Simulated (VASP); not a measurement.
SrTiO$_{3}$ in VASP 6.6.1, single-point calculation

INCAR

```
LREAL = .FALSE.
NBANDS = 28
PREC = Accurate
IBRION = -1
LWAVE = .FALSE.
EDIFF = 1E-7
NELM = 120
ISIF = 2
GGA = PE
NSW = 0
LCHARG = .FALSE.
LASPH = .TRUE.
ENCUT = 520
SIGMA = 0.02
ISYM = 3
ISMEAR = -1
```

KPOINTS

```
KPOINTS created by Atomic Simulation Environment
0
Gamma
6 6 6
0 0 0
```

POSCAR

```
Sr Ti O
 1.0000000000000000
     4.0240570466000003    0.0000000000000000    0.0000000000000000
     0.0000000000000000    4.0240570466000003    0.0000000000000000
     0.0000000000000000    0.0000000000000000    3.8422348202999999
 Sr  Ti  O
   1   1   3
Cartesian
  0.0000000000000000  0.0000000000000000  0.0000000000000000
  2.0120285233000001  2.0120285233000001  1.9211174101500004
  2.0120285233000001  2.0120285233000001  0.0000000000000000
  2.0120285233000001  0.0000000000000000  1.9211174101500004
  0.0000000000000000  2.0120285233000001  1.9211174101500004
```

The recommended PBE PAW datasets give the neutral cell 40 valence electrons.

Command

```
mpirun -np 1 vasp_std
```

Q: Predict the outcome of this run.

A: VASP stopped with an error.

OSZICAR

```
N       E                     dE             d eps       ncg     rms          rms(c)
DAV:   1     0.435918970335E+03    0.43592E+03   -0.21361E+04  2240   0.158E+03
DAV:   2    -0.245090292046E+01   -0.43837E+03   -0.41936E+03  2528   0.436E+02
DAV:   3    -0.480565057805E+02   -0.45606E+02   -0.45240E+02  3032   0.137E+02
DAV:   4    -0.504483469751E+02   -0.23918E+01   -0.23864E+01  3448   0.267E+01
DAV:   5    -0.505155160923E+02   -0.67169E-01   -0.67156E-01  3048   0.369E+00
```

Standard output (part)

```
POSCAR found type information on POSCAR SrTiO
 POSCAR found :  3 types and       5 ions
 LDA part: xc-table for (Slater+PW92), standard interpolation
 POSCAR, INCAR and KPOINTS ok, starting setup
 WAVECAR not read
 entering main loop
|                     _     ____    _    _    _____     _                     |
|                    | |   | |_) | | |  | | | |  __    | |                    |
|                    |_|   |  _ <  | |  | | | | |_ |   |_|                    |
|                     _    | |_) | | |__| | | |__| |    _                     |
|     internal error in CHECK_FULL_KPOINTS: KPOINTS_FULL not properly         |
|     initialised                                                             |
|     If you are not a developer, you should not encounter this problem.      |
|     Please submit a bug report.                                             |
```
